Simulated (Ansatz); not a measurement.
Crystal: C.

```
CELL_PARAMETERS angstrom
0.00000 1.78337 1.78337
1.78337 0.00000 1.78337
1.78337 1.78337 0.00000
ATOMIC_POSITIONS crystal
C 0.75000 0.75000 0.75000
C 0.50000 0.50000 0.50000
```

This isn't the form of C at room conditions, which is graphite.

* Program: Ansatz 0.2.0
* Task: relaxation of cell and atoms
* Functional: PBEsol
* Dispersion: D3(BJ)
* Potentials or basis: Ansatz PAW
* Cutoff: 420 eV (not typed: the program's choice for these potentials)
* k mesh: 13 × 13 × 13
* Occupations: fermi-dirac, width 0.05 eV
* Spin: no spin polarisation

At the start: volume 5.67 Å³/atom.

Question: How do energy, volume and symmetry change on relaxing?

Answer: It ends after 7 steps and the volume is 5.56 Å³/atom (-1.9 %); space group Fd-3m (No. 227, to 0.05 Å).

Step by step:
| step | energy change (eV) | largest force (eV/Å) | volume (Å³) |
| --- | --- | --- | --- |
| 1 | 0.0000 | 0.0000 | 11.34 |
| 2 | -0.0058 | 0.0000 | 11.21 |
| 3 | -0.0071 | 0.0000 | 11.13 |
| 4 | -0.0071 | 0.0000 | 11.13 |
| 5 | -0.0058 | 0.0000 | 11.13 |
| 6 | -0.0059 | 0.0000 | 11.13 |
| 7 | -0.0058 | 0.0000 | 11.13 |

Final structure:
```cif
data_structure
_symmetry_space_group_name_H-M 'P 1'
_symmetry_Int_Tables_number 1
_cell_length_a 2.5058
_cell_length_b 2.5058
_cell_length_c 2.5058
_cell_angle_alpha 60.000
_cell_angle_beta 60.000
_cell_angle_gamma 60.000
_cell_volume 11.13
loop_
_atom_site_label
_atom_site_type_symbol
_atom_site_fract_x
_atom_site_fract_y
_atom_site_fract_z
_atom_site_occupancy
C1 C 0.75000 0.75000 0.75000 1
C2 C 0.50000 0.50000 0.50000 1
```

The cell as given is a measured one (5.67 Å³/atom); PBEsol+D3(BJ) puts the equilibrium volume -1.9 % from it, thermal expansion not counted.

Caveat: the plane-wave basis is chosen anew once the cell has moved, so the energies of steps on either side of that aren't comparable; the pressure holds a Pulay correction of +1.0 GPa for the finite cutoff; the PAW data sets come from PBE, with cores solved anew for the run's functional, which leaves a small shift of forces and pressure.
